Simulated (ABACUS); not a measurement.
Runs of ABACUS 3.10.1 on Sn. The structure is cubic, space group Fd-3m (No. 227). Conventional cell: a = 6.467 Å, b = 6.467 Å, c = 6.467 Å, α = 90.00°, β = 90.00°, γ = 90.00°. Around Sn (site symmetry -43m) lie 4 Sn at 2.80 Å. This isn't the form of Sn at room conditions, which is tetragonal (white tin).

```tsv
task	level	potentials or basis	spin	k mesh	cutoff (eV)	orbital files	SCF threshold on the density	eigensolver	mixing share	symmetry key	mesh quality	gap on the mesh (eV)	pressure (GPa)	V0 of scaled cells (Å³/atom)	B0 (GPa)
equation of state	r2SCAN	SG15 ONCV 1.2 PBE, DZP LCAO (the cutoffs set its grid)	off	5 × 5 × 5	1361	Sn Sn_confined-atom_8au_2s2p2d.orb	1e-07	genelpa	0.7	1	not flagged	-	-	35.11	44
single point	PBE	PseudoDojo NC FR 0.4 PBE stringent, DZP LCAO (the cutoffs set its grid)	SOC, no magnetisation	4 × 4 × 4	1401	Sn Sn_confined-atom_8au_3s3p2d.orb	1e-07	genelpa	0.4	0	coarse	none	4.8	-	-
equation of state	revTPSS	SG15 ONCV 1.2 PBE, plane waves	off	4 × 4 × 4	1143	-	1e-08	dav	0.7	1	coarse	-	-	35.33	40
equation of state	r2SCAN	SG15 ONCV 1.2 PBE, plane waves	off	4 × 4 × 4	1143	-	1e-08	dav	0.7	1	coarse	-	-	(b)	(a)
single point	r2SCAN	SG15 ONCV 1.2 PBE, plane waves	off	4 × 4 × 4	1143	-	1e-08	dav	0.7	1	coarse	none	1.2	-	-
single point	r2SCAN	SG15 ONCV 1.2 PBE, DZP LCAO (the cutoffs set its grid)	off	5 × 5 × 5	1361	Sn Sn_confined-atom_8au_2s2p2d.orb	1e-07	genelpa	0.7	1	not flagged	none	1.8	-	-
single point	revTPSS	SG15 ONCV 1.2 PBE, plane waves	off	4 × 4 × 4	1143	-	1e-08	dav	0.7	1	coarse	none	(c)	-	-
```

Alike in all rows: cell as given; smearing fermi-dirac 0.05 eV.

**Question.** Fill in the values left out.

**Answer.** (a) 42; (b) 34.73; (c) 1.9.

Caveats: some runs use coarse meshes; the potentials were made for another functional, which shifts forces and pressure (some runs); the atomic orbitals were generated for these runs and aren't a published set (some runs); the basis of atomic orbitals isn't converged, which shifts pressures, moduli and gaps (some runs).

A k mesh can miss the band edges, and rows without SOC leave out spin-orbit coupling on Sn.

A gap of «none» marks a metal or a gap under the smearing width.

The runs don't all hold the same shells in valence.
